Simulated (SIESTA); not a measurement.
PbF2 (Fluorocronite):

```
Pb F
1.0
     0.00000    2.96366    2.96366
     2.96366    0.00000    2.96366
     2.96366    2.96366    0.00000
Pb F
1 2
Direct
  0.00000 0.00000 0.00000
  0.75000 0.75000 0.75000
  0.25000 0.25000 0.25000
```

Base run:

- Program: SIESTA 5.4.2
- Functional: PBE
- Potentials or basis: PseudoDojo 0.4 standard (PBE files)
- Basis: TZP (energy shift 0.002 Ry)
- Grid cutoff: 800 Ry
- Energy shift: 0.002 Ry
- k mesh: 8 × 8 × 8
- Occupations: fermi-dirac, width 0.05 eV
- Spin: no spin polarisation

Its results: band gap on the k mesh 4.36 eV, indirect (least direct gap 4.52 eV); pressure 3.0 GPa.

Q: The run is repeated on the same cell with these changes: functional from PBE to vdW-DF-cx; basis from TZP (energy shift 0.002 Ry) to DZP (energy shift 0.002 Ry). What comes out?

A: Band gap on the k mesh 4.34 eV, indirect (least direct gap 4.50 eV); pressure 0.4 GPa.

Several settings changed at once, so the effect can't be laid on one alone.

Caveats: semicore shells carry a single zeta, which can move pressures by several GPa and volumes by a few percent; spin-orbit coupling is left out, which as a rule narrows the gap of such compounds by several tenths of an eV; the basis of atomic orbitals isn't converged, which shifts pressures, moduli and gaps; the potentials were made for another functional, which shifts forces and pressure (some runs).
